Suppose a CdSe layer has to absorb red light, and a calculation is to say where its absorption begins. The choice of density functional then decides whether the answer is red light or the infrared. In the same zinc-blende crystal, PBE puts the edge near 2980 nm and TASK near 685 nm. The measured gap, roughly 1.7 eV, corresponds to deep red. An energy error of 0.1 eV there shifts the wavelength by about 6 %, so 0.1 eV is a sensible tolerance against which to judge each level.

GPAW 26.7.0, plane-wave PAW DFT (600 eV cutoff) for zinc-blende CdSe in one fixed cell (cubic edge 6.1405 Å), without spin polarisation, with a 6 × 6 × 6 k mesh and Fermi-Dirac smearing of 0.05 eV. The gaps are taken along a path of special k points and include spin-orbit coupling, added after the self-consistent calculation.

```
functional                                           potentials  gap on path (eV)  direct gap on path (eV)
       PBE                 GPAW-PAW-data-sets-(gpaw-data-1.2.1)             0.416                    0.416
    PBEsol  PAW-data-sets-made-by gpaw-setup-for-the-functional             0.291                    0.291
    r2SCAN                 GPAW-PAW-data-sets-(gpaw-data-1.2.1)             0.883                    0.883
      BP86  PAW-data-sets-made-by gpaw-setup-for-the-functional             0.341                    0.341
       MS2                 GPAW-PAW-data-sets-(gpaw-data-1.2.1)             0.770                    0.770
      SCAN                 GPAW-PAW-data-sets-(gpaw-data-1.2.1)             0.785                    0.785
      TASK                 GPAW-PAW-data-sets-(gpaw-data-1.2.1)             1.809                    1.809
     mBEEF                 GPAW-PAW-data-sets-(gpaw-data-1.2.1)             1.107                    1.107
optB88-vdW                 GPAW-PAW-data-sets-(gpaw-data-1.2.1)             0.322                    0.322
 vdW-DF-cx                 GPAW-PAW-data-sets-(gpaw-data-1.2.1)             0.357                    0.357
```

The gap on path is the distance between the highest filled and the lowest empty level along the chosen lines of crystal momentum. The direct gap on path compares the two levels at the same momentum. The two agree for every functional, so the material is always found to be a direct-gap semiconductor, which is right. What changes from row to row is the size of the gap. The atoms stay in the same places throughout, so the differences do not come from different lattice constants.

The functionals fall into two groups. PBE, PBEsol, BP86, optB88-vdW and vdW-DF-cx build their exchange from the electron density and its gradient, and their gaps lie between 0.29 and 0.42 eV. The last two add a nonlocal term for dispersion forces, but this does not lift them out of the group. Swapping one of these five for another moves the gap by 0.13 eV at most, while the shortfall against the measured gap is ten times as large. The atomic data sets differ between some of these rows and may account for part of the small differences, so the order within the group is not interpreted here.

The other five are meta-GGAs, which also use the kinetic-energy density. This quantity measures how steeply the occupied orbitals vary in space, and two regions with the same electron density can differ in it. All five give larger gaps than any member of the first group, but they disagree strongly with one another. The smallest meta-GGA gap lies 0.35 eV above the largest of the first group, whereas the meta-GGAs themselves spread over 1.04 eV. Most of that spread is due to TASK; the other four lie within 0.34 eV of one another. Knowing that a functional is a meta-GGA therefore does not tell how large its gap will be. The table is also a selection: runs that failed or met a known fault of the program are left out, as are some with graver warnings. The clean separation of the two groups is thus shown for these ten functionals, not for every member of either kind.

A main reason lies in how a crystal responds to one more electron. The extra electron spreads over the whole solid and changes the density at any point by almost nothing. A functional that sees only the density and its gradient gives every orbital the same potential, and that potential hardly notices the newcomer. The exact potential would jump by a constant at this moment. That jump, the derivative discontinuity, is part of the true gap and is absent from the first group.

A meta-GGA can recover some of it, because it treats orbitals of different shape differently. Let τ be the kinetic-energy density, e the exchange-correlation energy per volume, and f the change of e with τ at fixed density. In atomic units, τ is half the sum of |∇ψ|² over the occupied orbitals ψ. Varying the energy with respect to one orbital then gives a term that contributes to its level

ΔE = ½ ∫ f |∇ψ|² dV

Where f is positive, a steep orbital is raised more than a smooth one. Taken alone, this term need not widen the gap. The highest filled orbital, a compact selenium p orbital, is expected to be steeper than the diffuse lowest empty one, so a positive f would raise the filled level more. A meta-GGA, however, uses τ by comparing it with reference values built from the density alone, so the same response also enters the ordinary potential, where it is expected to pull the compact filled levels down by more than the new term lifts them. The gap gains the net effect of the two parts, and a functional whose energy responds strongly to τ has more room to open it.

Three rows show how large the total gain is. From PBE to r2SCAN the gap rises by 0.47 eV, yet it reaches only about half of the measured value. From r2SCAN to TASK it rises by a further 0.93 eV (1.809 − 0.883). TASK was designed with a strong response to τ, so its place at the top fits the argument. The calculations do not list f or the orbital gradients, however, so the division of the gain between the new term and the ordinary potential remains untested.

SCAN and MS2 behave much like r2SCAN, and the three lie within 0.11 eV of one another. Changing between them is no remedy when the remaining error is 0.8 to 0.9 eV. With mBEEF the gap is 0.22 eV larger than with r2SCAN, a visible improvement that still leaves the edge in the infrared. Only TASK comes close to the tolerance, and its result needs a closer look before it is trusted.

The fixed cell is the first reason for caution. With TASK the crystal is under a calculated pressure of 4.12 GPa, which means that this functional would prefer a larger cell. Expansion narrows the gap of CdSe, by very roughly 0.05 eV for each GPa released. The expected change on relaxation is therefore

−0.05 eV/GPa × 4.12 GPa ≈ −0.2 eV

This would bring the gap from 1.8 down to about 1.6 eV. The result would move from slightly above the measured gap to slightly below it, so the choice of lattice constant alone shifts it by more than the tolerance. The estimate borrows a typical pressure coefficient, and only a relaxed calculation with TASK could confirm it. The measured lattice constant pulls the other way. The cell used here has an edge of 6.14 Å, roughly 1 % longer than the measured one, so in the measured cell the TASK gap is expected to be larger, by something like 0.1 eV.

Two further points limit what the agreement can prove. The standard atomic data sets used with TASK were not made for it, and what this does to the gap has not been tested here. The measured gap also includes the motion of the atoms, which typically narrows it by something like 0.1 eV, while the calculation holds them still. An agreement to about 0.1 eV for one material is therefore no proof of accuracy at that level.

Spin-orbit coupling is a setting that must not be forgotten. The top of the valence band consists mainly of selenium p orbitals, whose levels split when spin and orbital motion couple, and the upper part moves into the gap. The bottom of the conduction band is s-like and hardly moves. The gap shrinks by 0.12 to 0.13 eV with every functional, so leaving the coupling out would use up the whole tolerance. For a p level the upper part is expected to rise by a third of the splitting, so these reductions imply a splitting of 0.36 to 0.39 eV. The program warns that its splittings are too wide, but the measured splitting, a recalled value, is roughly 0.4 eV, so no excess shows here. For the meta-GGAs the coupling was evaluated without the exchange-correlation potential, yet their reductions differ from the others by less than 0.01 eV.

A better gap does not bring every other level into place. Between r2SCAN and mBEEF, before spin-orbit coupling, the direct gap opens by 0.23 eV at the zone centre, by 0.14 eV at the point L and by 0.33 eV at the point X. Shifting all empty bands of the r2SCAN calculation upwards by one constant, chosen to match the gap of mBEEF, would therefore miss the mBEEF direct gaps at L and X by about 0.1 eV. At the zone centre, again before spin-orbit coupling, the upper cadmium 4d levels lie about 7.7 eV below the valence top in both, whereas experiment finds the d levels at roughly 10 eV. Anyone comparing with photoemission gains nothing there from the larger gap of mBEEF. Such shallow d levels are also expected to push the selenium p levels at the valence top upwards, a second cause of the small gaps besides the missing jump.

Cost gives little reason to stay with PBE for the gap. A meta-GGA must also evaluate the gradient of each orbital and may need more steps to converge, but its effort grows with system size and momentum mesh in the same way as that of PBE. Spin-orbit coupling, added here after the self-consistent calculation, is a small extra. Hybrid functionals, the usual next level for gaps, need exact exchange between pairs of orbitals at pairs of momentum points. Doubling the mesh in all three directions multiplies the number of points by 8 but the number of pairs by 64, before symmetry is used.

For this material, a GGA gap should serve only to establish that the gap is direct. The size of the gap should not be taken from it, and r2SCAN, SCAN or MS2 should not be expected to repair it. TASK is a reasonable inexpensive first estimate of the edge, provided that the lattice constant is taken from measurement or from a functional trusted for structures, and is stated with the result. In the measured cell its gap is expected near 1.9 eV, about 0.2 eV above the rough measured value and so outside the tolerance; this figure rests on one compound and on recalled values. If the decision turns on 0.1 eV, a hybrid or many-body calculation in the same cell is the check to pay for, though its own error can also reach that size. The output below gives the differences for each functional and the pressure estimates for three of them, all by plain arithmetic on the calculated gaps, levels and pressures and on the recalled values.

Printed output of the fit:

```
Gaps of CdSe by functional:
         row  gap in eV  gap without spin-orbit in eV  spin-orbit lowering in eV  gap less rough measured 1.7 eV  wavelength of gap in nm
         PBE      0.416                        0.5427                     0.1267                          -1.284                     2980
      PBEsol      0.291                        0.4186                     0.1276                          -1.409                     4261
      r2SCAN      0.883                         1.006                      0.123                          -0.817                     1404
        BP86      0.341                        0.4691                      0.128                          -1.359                     3636
         MS2       0.77                        0.8918                     0.1218                           -0.93                     1610
        SCAN      0.785                        0.9097                     0.1247                          -0.915                     1579
        TASK      1.809                         1.929                     0.1204                           0.109                    685.4
       mBEEF      1.107                         1.232                     0.1251                          -0.593                     1120
  optB88-vdW      0.322                        0.4508                     0.1288                          -1.378                     3850
   vdW-DF-cx      0.357                        0.4837                     0.1267                          -1.343                     3473
Smallest GGA-type gap in eV: 0.291
Largest GGA-type gap in eV: 0.416
Spread of the GGA-type gaps in eV: 0.125
Distance from the largest GGA-type gap to the smallest meta-GGA gap in eV: 0.354
Spread of the meta-GGA gaps in eV: 1.039
Spread among MS2 and SCAN and r2SCAN in eV: 0.113
Step from PBE to r2SCAN in eV: 0.467
Step from r2SCAN to mBEEF in eV: 0.224
Step from mBEEF to TASK in eV: 0.702
Smallest spin-orbit lowering in eV: 0.1204
Largest spin-orbit lowering in eV: 0.1288
Valence top above the upper Cd 4d levels at Gamma in r2SCAN in eV: 7.668
Valence top above the upper Cd 4d levels at Gamma in mBEEF in eV: 7.673
Opening of the gap at Gamma from r2SCAN to mBEEF without spin-orbit in eV: 0.2261
Opening of the direct gap at L from r2SCAN to mBEEF without spin-orbit in eV: 0.1396
Opening of the direct gap at X from r2SCAN to mBEEF without spin-orbit in eV: 0.3252
Rough gap change on relaxing the cell with PBE in eV: -0.05427
Rough gap change on relaxing the cell with PBEsol in eV: 0.07864
Rough gap change on relaxing the cell with TASK in eV: -0.2062
```
